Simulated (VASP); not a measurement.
# ZnS: optical spectrum of independent particles, by functional

ZnS, F-43m (no. 216), 2 atoms in the cell.

| Functional | ε at zero frequency, electronic | Mean energy of the absorption, weighted by Im ε (eV) | Refractive index at 633 nm | Refractive index at 1064 nm | Direct gap on the mesh (eV) | Time (s) |
|---|---|---|---|---|---|---|
| HSE06 | 4.95 | 7.97 | 2.30 | 2.25 | 3.34 | 1023 |
| DDH | 4.39 | 8.52 | 2.15 | 2.11 | 4.02 | 928 |
| r2SCAN0 | 4.19 | 8.84 | 2.09 | 2.06 | 4.33 | 1150 |

Limits: The 8×8×8 mesh is coarse for a spectrum: peaks stand apart that a denser mesh merges; the pull between electron and hole is left out.

## Input of the first row

INCAR.step1:
```
EDIFF    = 1E-5           # SCF threshold, eV
ENCUT    = 320            # plane-wave cutoff, eV
ISMEAR   = 0              # smearing method
KPAR     = 4            
LASPH    = T              # aspherical terms in the spheres
LCHARG   = F              # write CHGCAR
LWAVE    = T              # write WAVECAR
NBANDS   = 25             # bands
PREC     = Accurate       # precision mode
SIGMA    = 0.02           # smearing width, eV
```

INCAR.step2, as INCAR.step1 but for:
```
- EDIFF = 1E-5
+ ALGO = Normal
+ CSHIFT = 0.1
+ EDIFF = 1E-7
+ GGA = PE
+ HFSCREEN = 0.2
+ ISTART = 1
+ LHFCALC = T
+ LOPTICS = T
+ NEDOS = 2000
+ PRECFOCK = Fast
```

KPOINTS:
```
k-points
0
Gamma
  8 8 8
```

POSCAR:
```
ZnS
1.0
    0.0000000000      2.7020000000      2.7020000000
    2.7020000000      0.0000000000      2.7020000000
    2.7020000000      2.7020000000      0.0000000000
Zn S
1 1
Direct
    0.7500000000      0.7500000000      0.7500000000
    0.0000000000      0.0000000000      0.0000000000
```

Commands (each step's output is kept before the next begins):
```
cat potpaw_PBE.64/Zn/POTCAR potpaw_PBE.64/S/POTCAR > POTCAR
cp INCAR.step1 INCAR
mpirun -np 4 vasp_std > vasp.out
cp INCAR.step2 INCAR
mpirun -np 4 vasp_std > vasp.out
```

Changes of the last row against the first:
```
(step 2)
- GGA = PE
- HFSCREEN = 0.2
+ METAGGA = R2SCAN
+ AEXX = 0.25
+ LMIXTAU = True
```

VASP 6.6.1 took 1023 s on 4 cores (Intel Xeon Platinum 8488C (Sapphire Rapids)), a shared host.
